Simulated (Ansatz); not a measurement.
Ansatz input

```yaml
crystal:
  lattice:
    - [5.329897033, 0.0, 0.0]
    - [0.0, 5.329897033, 0.0]
    - [0.0, 0.0, 5.329897033]
  atoms:
    - { symbol: Nb, position: [0.0, 0.0, 1.0] }
    - { symbol: Nb, position: [0.5, 0.5, 0.5] }
    - { symbol: Nb, position: [0.25, 1.0, 0.5] }
    - { symbol: Nb, position: [0.75, 0.0, 0.5] }
    - { symbol: Nb, position: [0.5, 0.25, 1.0] }
    - { symbol: Nb, position: [0.5, 0.75, 0.0] }
    - { symbol: Nb, position: [0.0, 0.5, 0.25] }
    - { symbol: Nb, position: [0.0, 0.5, 0.75] }
hamiltonian:
  xc: rpbe
  pseudopotentials:
    kind: paw
    azcp:
      Nb: "pseudopotentials/Nb.paw.azcp"
basis:
  ecutwfc: 420
  fft_grid_basis: typed
kpoints:
  mp_grid: { grid: [7, 7, 7], shift: [0, 0, 0] }
magnetization:
  spin_polarized: false
scf:
  occupations: { method: fermi_dirac, width: 0.1 }
```

Terminal output

```
Engine: ansatz 0.2.0, aarch64-unknown-linux-gnu
Pseudopotentials: kind: paw
Pseudopotential: Nb, paw, valence charge 13, recommended cutoff 420 eV (normal) 
Functional definition: RPBE
  parameter kappa = 0.804
  parameter beta = 0.06672455060314922
  exchange = rpbe_x(kappa = kappa, mu = beta*pi^2/3)
  correlation = pbe_c(beta = beta)
Crystal: 8 atoms, lattice volume = 151.411 Å³
Basis set: ecut = 420 eV, 2945 PW (Γ)
Bands: 63, of which v1, the nominal top of the filled ones, is band 52 counted from 1 (51 counted from 0)
Symmetry: 48 space group operations
Space group: Pm-3n (ITA 223), of the structure as read, at distance tolerance 5.3e-5 Å
k-points: 20 of 343
Non-local potential: Nb, projectors of the file, l = 0: 3, l = 1: 2, l = 2: 2, l = 3: 1
PAW form: soft (Blöchl's): semilocal exchange-correlation on the pseudo side does not see the compensation charge
PAW frozen core: Nb, regenerated for the run's functional, and the local potential with it (the file was generated under x = pbe(κ = 0.804, μ = 0.2195149727645171), c = pbe(β = 0.06672455060314922))
PAW one-centre angular grid: Nb, 590 points (default); XC on 64 Gauss nodes
Initial density: superposition of atomic densities (neutral atoms: chi_scale 0, normalization atom), corrected by the library's trained network
Initial wavefunctions: pseudopotential atomic-orbital guess
Functional: x = rpbe, c = pbe(β = 0.06672455060314922)
SCF iter   1: F=—  HF=-36472.858251 eV  |F-HF|=—  |Δ(HF+E_count)|=         —  Δρ=4.14e-3  dr2=1.36e-2  ethr=1.77e-3  ⟨swp⟩=5.0  Hψ=4783  notcnv=0
SCF iter   2: F=—  HF=-36472.857994 eV  |F-HF|=—  |Δ(HF+E_count)|=   2.58e-4  Δρ=2.40e-3  dr2=3.97e-3  ethr=1.31e-5  ⟨swp⟩=1.5  Hψ=1479  notcnv=0
SCF iter   3: F=—  HF=-36472.859061 eV  |F-HF|=—  |Δ(HF+E_count)|=   1.07e-3  Δρ=4.13e-4  dr2=1.24e-4  ethr=3.82e-6  ⟨swp⟩=3.0  Hψ=2433  notcnv=0
SCF iter   4: F=—  HF=-36472.859119 eV  |F-HF|=—  |Δ(HF+E_count)|=   5.79e-5  Δρ=8.30e-5  dr2=5.16e-6  ethr=1.19e-7  ⟨swp⟩=2.5  Hψ=1587  notcnv=0
SCF iter   5: F=—  HF=-36472.859122 eV  |F-HF|=—  |Δ(HF+E_count)|=   2.70e-6  Δρ=1.05e-5  dr2=9.90e-8  ethr=4.96e-9  ⟨swp⟩=2.5  Hψ=1836  notcnv=0
SCF iter   6: F=-36472.859122 eV  HF=-36472.859122 eV  |F-HF|=5.09e-11  |Δ(HF+E_count)|=   3.96e-8  Δρ=1.47e-6  dr2=2.54e-9  ethr=9.51e-11  ⟨swp⟩=1.0  Hψ=3010  notcnv=0
SCF 1 converged in 6 iterations: F = -36472.859122 eV  dr2 = 2.54e-9
SCF converged after 6 iterations
Free energy (F): -36472.859122 eV
Harris-Foulkes:  -36472.859122 eV  (|F-HF|=5.09e-11)
Internal energy: -36472.476623 eV  (E = F + TS)
E sigma→0 (E₀):  -36472.667872 eV
Entropy (-TS):   -0.382499 eV (-47.812 meV/atom)
Fermi energy:    16.934447 eV
--- Per-component energies (eV) ---
  E_band       = -642.499920
  E_kinetic    = 3149.417125
  E_local      = -5815.496434  (includes V_loc(G=0)·N_el)
  E_nonlocal   = 949.297482
  E_hartree    = 1813.854508
  E_xc         = -1403.785058
  E_vxc        = -1700.042430  (∫ρ·V_xc dr)
  E_paw        = -24639.100969  (= ΣΔE_a)
  E_vpaw       = -853.383855  (= ΣTr[D̂ρ^β])
  E_aug_tail   = 0.000063  (compensation charges beyond the density's cutoff)
  E_ewald      = -10525.975914
  E_core_change = -0.687426  (= ΣΔE_core)
  E_smearing   = -0.382499  (= −TS)
  E_closure    = 0.000000  (closes the sum)
  Σ components = -36472.859122   (vs F -36472.859122, Δ=0.00e0)
```

Launched by

```sh
ansatz run input.yaml --threads 4 --pin off --max-ram 8192MiB --backend cpu --events-out ev --progress --plain --runs-dir out
```

On 4 threads of Arm Neoverse V1 (shared host) this took about 3 s of wall time and 10 s of CPU time, with 0.54 GiB at the peak.
